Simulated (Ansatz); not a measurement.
We consider cubic perovskite CsPbI3 (cubic high-temperature phase), described by r²SCAN in Ansatz (plane waves, PAW).

Settings: plane-wave cutoff 560 eV, 6×6×6 k mesh, Fermi–Dirac smearing 0.01 eV, scalar-relativistic PAW data made under PBE.

Equation-of-state points:

```tsv
V (Å³/atom)	E − E_lowest (meV/atom)	P (GPa)
47.879	10.75	1.196
48.898	4.58	0.751
49.916	1.10	0.353
50.935	0.00	-0.001
51.954	1.03	-0.316
52.972	3.95	-0.598
53.991	8.56	-0.849
```

Q: What bulk modulus B0 and pressure derivative B′ does a third-order Birch–Murnaghan fit give?

A: V0 = 50.933 Å³/atom, B0 = 16.7 GPa, B′ = 4.7 (fit to the energies at full precision).

Note: the relaxation could not lower the start's symmetry, so the cell can be a saddle point above a distorted one.

Spin–orbit coupling is not included; it can shift volumes and moduli of such heavy elements.

Computed values are for the static lattice.

Ansatz is an electronic-structure program.
